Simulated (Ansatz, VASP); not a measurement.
One calculation of Sn3Te, two programs

File INCAR:

```
ALGO = Normal
EDIFF = 1E-6
ENCUT = 520
GGA = CA
ISIF = 2
ISMEAR = -1
LASPH = T
LCHARG = T
LELF = T
LREAL = F
LVHAR = T
LWAVE = F
NBANDS = 32
NELM = 100
PREC = Accurate
SIGMA = 0.05
```

File KPOINTS:

```
k-points
0
Gamma
  6 6 6
```

Contents of POSCAR:

```
Sn3Te
1.0
    4.9296506847      0.0000000000      0.0000000000
    0.0000000000      4.9296506847      0.0000000000
    0.0000000000      0.0000000000      4.9296506847
Te Sn
1 3
Direct
    0.0000000000      0.0000000000      0.0000000000
    0.0000000000      0.5000000000      0.5000000000
    0.5000000000      0.0000000000      0.5000000000
    0.5000000000      0.5000000000      0.0000000000
```

input.yaml

```yaml
crystal:
  lattice:
    - [4.9296506847, 0.0, 0.0]
    - [0.0, 4.9296506847, 0.0]
    - [0.0, 0.0, 4.9296506847]
  atoms:
    - { symbol: Te, position: [0.0, 0.0, 0.0] }
    - { symbol: Sn, position: [0.0, 0.5, 0.5] }
    - { symbol: Sn, position: [0.5, 0.0, 0.5] }
    - { symbol: Sn, position: [0.5, 0.5, 0.0] }
kpoints:
  mp_grid: { grid: [6, 6, 6] }
scf:
  occupations: { method: fermi_dirac, width: 0.05 }
hamiltonian:
  xc: lda
  pseudopotentials: { kind: all_electron, lapw: { basis_error: 0.002 } }
output:
  forces: true
  stress: true
  eigenvalues: true
```

Change from the starting cell: volume scaled by 1.04.

Alike in both runs: task single point; functional LDA; k mesh 6 × 6 × 6; occupations fermi-dirac, width 0.05 eV; no spin polarisation.

```csv
,VASP,Ansatz
version,VASP 6.6.1,Ansatz 0.2.0
potentials or method,"VASP PAW LDA potentials, release 64 (Te, Sn_d)","all-electron LAPW, scalar-relativistic"
plane-wave cutoff (eV),520,see its input
```

Ansatz gave:

- gap on the k mesh at the Fermi level (eV): none
- pressure (GPa): -4.8

Estimate VASP's values.

gap on the k mesh at the Fermi level (eV): none; pressure (GPa): -4.9.

A gap of «none» marks a metal or a gap that the smearing closes. Ansatz ran all-electron here, so the differences hold the error of VASP's frozen core and of both bases.

Spin-orbit coupling is left out, which matters for the levels of Te.
